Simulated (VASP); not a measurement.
Set up this calculation in VASP 6.6.1, as the native input.

```yaml
Task: single point
Functional: LDA
Potentials_or_basis: VASP PAW LDA potentials, release 64 (Cu, Au)
Cutoff: 520 eV
k_mesh: 9 × 9 × 9
Occupations: fermi-dirac, width 0.05 eV
Spin: no spin polarisation
Dipole_correction: no
Further_INCAR_settings: ALGO = Normal; EDIFF = 1e-07; NBANDS = 18
```

The structure of CuAu lies in POSCAR:

```
CuAu
1.0
    1.4009497024      0.8088385260      4.1319792578
   -1.4009497024      0.8088385260      4.1319792578
    0.0000000000     -1.6176775374      4.1319791628
Cu Au
1 1
Direct
    0.5000000000      0.5000000000      0.5000000000
    0.0000000000      0.0000000000      0.0000000000
```

The cell comes from a database or a generator and needn't be the stable form of this composition.

The input as run:

INCAR

```
  ALGO = Normal
  EDIFF = 1E-7
  ENCUT = 520
  ISIF = 2
  ISMEAR = -1
  LASPH = T
  LCHARG = F
  LREAL = F
  LWAVE = F
  NBANDS = 18
  NELM = 100
  PREC = Accurate
  SIGMA = 0.05
```

KPOINTS

```
k-points
0
Gamma
  9 9 9
```

Potentials or basis: VASP PAW LDA potentials, release 64 (Cu, Au).

The run is started by

```console
$ cat potpaw_LDA.64/Cu/POTCAR potpaw_LDA.64/Au/POTCAR > POTCAR
$ mpirun -np 1 vasp_std > vasp.out
```

It gave:

- Pressure: 0.6 GPa
- Band gap on the k mesh: none (metal or under the smearing width)

Run time: 30 s on 1 thread of Intel(R) Xeon(R) 6975P-C (Granite Rapids) (shared host), peak memory 0.2 GiB.
